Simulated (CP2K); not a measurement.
# KCl (Sylvite) under changes of volume

One of the cells (31.151 Å³/atom); the others are scaled copies at fixed shape and fractional positions:

```xyz
2
Lattice="4.4498 0.0000 0.0000 2.2249 3.8536 0.0000 2.2249 1.2845 3.6332" Properties=species:S:1:pos:R:3 pbc="T T T"
K     0.0000    0.0000    0.0000
Cl    4.4498    2.5691    1.8166
```

- Program: CP2K 2026.2
- Functional: HLE17
- Potentials or basis: POTENTIAL_UZH K GTH-SCAN-q9, Cl GTH-SCAN-q7; TZVP-MOLOPT-SCAN-GTH basis
- Density cutoff: 9184 eV
- k mesh: 7 × 7 × 7
- Occupations: fermi-dirac, width 0.05 eV
- Spin: no spin polarisation

```csv
volume (Å³/atom),energy over the lowest point (meV/atom),pressure (GPa),gap on the mesh (eV)
29.282,9.33,1.4,7.18
29.905,4.72,1.0,7.09
30.528,1.74,0.6,7.01
31.151,0.22,0.2,6.93
31.774,0.00,-0.1,6.85
32.397,0.94,-0.4,6.77
33.020,?,?,?
```

Q: What does the run at 33.020 Å³/atom give?

A: Energy over the lowest point 2.93 meV/atom; pressure -0.6 GPa; gap on the mesh 6.70 eV.

Worked out: A Birch-Murnaghan fit of order 3 (a polynomial in V^(-2/3)) to the other rows has its minimum at 31.57 Å³/atom with B0 = V·E''(V) = 15.7 GPa and B' = 4.7. It gives 2.92 meV/atom at 33.020 Å³/atom, against the run's 2.93, and -dE/dV = -0.6 GPa, against -0.6. A straight line through the other rows of the gap, of slope -4.03 eV per unit of ln V (its deformation potential), extrapolates to 6.69 eV, against the run's 6.70.

Energies are extrapolated to zero smearing.

Caveats: the potentials were made for a functional far from this one; the potentials were made for another functional, which shifts forces and pressure; an odd mesh through Γ misses points on the zone boundary, where band edges often lie; the basis of atomic orbitals isn't converged, which shifts pressures, moduli and gaps.
